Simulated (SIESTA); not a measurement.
# TePb under changes of volume

One of the cells (34.404 Å³/atom); the others are scaled copies at fixed shape and fractional positions:

```
CELL_PARAMETERS angstrom
0.00000 3.25240 3.25240
3.25240 0.00000 3.25240
3.25240 3.25240 0.00000
ATOMIC_POSITIONS crystal
Pb 0.00000 0.00000 0.00000
Te 0.50000 0.50000 0.50000
```

* Program: SIESTA 5.4.2
* Functional: PBEsol
* Potentials or basis: PseudoDojo 0.4 standard (PBEsol files)
* Basis: DZP (energy shift 0.003 Ry; two zetas on semicore shells)
* Grid cutoff: 500 Ry
* Energy shift: 0.003 Ry
* k mesh: 7 × 7 × 7
* Occupations: fermi-dirac, width 0.05 eV
* Spin: no spin polarisation

```tsv
volume (Å³/atom)	energy over the lowest point (meV/atom)	pressure (GPa)
31.706	18.36	3.4
32.380	?	?
33.055	0.00	1.1
34.404	0.13	-0.8
35.079	4.96	-1.5
35.753	12.83	-2.2
```

Question: What does the run at 32.380 Å³/atom give?

Answer: Energy over the lowest point 6.74 meV/atom; pressure 2.2 GPa.

Worked out: A Birch-Murnaghan fit of order 3 (a polynomial in V^(-2/3)) to the other rows has its minimum at 33.71 Å³/atom with B0 = V·E''(V) = 45 GPa (rough, since the energies scatter). It gives 6.50 meV/atom at 32.380 Å³/atom, against the run's 6.74, and -dE/dV = 2.1 GPa, against 2.2.

Energies are extrapolated to zero smearing.

Caveats: the basis of atomic orbitals isn't converged, which shifts pressures, moduli and gaps.
